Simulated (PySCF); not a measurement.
Isomers of C6H6O, one GFN2-xTB conformer each. Single-point energies are computed at PBE0/pcSseg-1 (PySCF, gas phase, no added dispersion term), electronic only.

Task: Rank them by PBE0/pcSseg-1 energy, lowest first (kcal/mol).
A. `[CH:1]#[C:2][C:3](=[CH2:4])[C:5]([CH3:6])=[O:7]` with C2–C3–C5–C6 0°
B. `C=C(C)C#CC=O`
C. `[OH:1][c:2]1[cH:3][cH:4][cH:5][cH:6][cH:7]1` with H–O1–C2–C3 180°
D. `C1=C[C@H]2C=C[C@@H]1O2`
E. `[CH2:1]=[CH:2][c:3]1[cH:4][cH:5][cH:6][o:7]1` with C1–C2–C3–C4 180° (vinylfuran)
F. `[CH2:1]=[C:2]1[CH:3]=[C:4]1[C:5]([CH3:6])=[O:7]` with C3–C4–C5–C6 174°

Result: C (0.0), E (27.3), A (61.1), D (63.2), B (64.9), F (78.1).

As drawn, the lowest has an aromatic ring and an O–H bond, which the highest lacks; the highest has a three-membered ring, a C=O bond and a C=C bond outside aromatic rings, which the lowest lacks. Neighbours under 2.5 kcal/mol apart (C#CC(=C)C(C)=O and C1=C[C@H]2C=C[C@@H]1O2; C1=C[C@H]2C=C[C@@H]1O2 and C=C(C)C#CC=O) can change places with a better method, another conformer or zero-point energy. GFN2-xTB itself gives, in the same order: 0.0, 16.8, 61.1, 41.3, 63.1, 78.1. Both levels put the same isomer lowest; measured from each level's own lowest isomer, the values differ by up to 21.9 kcal/mol (C1=C[C@H]2C=C[C@@H]1O2: 41.3 against 63.2).

Task: Which frontier levels, dipoles and rotational constants go with these structures?

Result: 
```
                SMILES  HOMO (eV, PBE0/pcSseg-1)  LUMO (eV)  dipole (D)     A, B, C (MHz)
             Oc1ccccc1                     -6.57      -0.22        1.36  5730, 2647, 1811
            C=Cc1ccco1                     -6.14      -0.84        0.76  7941, 2133, 1682
        C#CC(=C)C(C)=O                     -7.44      -2.05        2.55  4233, 2351, 1526
C1=C[C@H]2C=C[C@@H]1O2                     -6.49      -0.75        1.81  4568, 3818, 3408
          C=C(C)C#CC=O                     -7.57      -2.31        4.02  7988, 1140, 1004
        C=C1C=C1C(C)=O                     -6.54      -2.40        1.48  5464, 1890, 1418
```
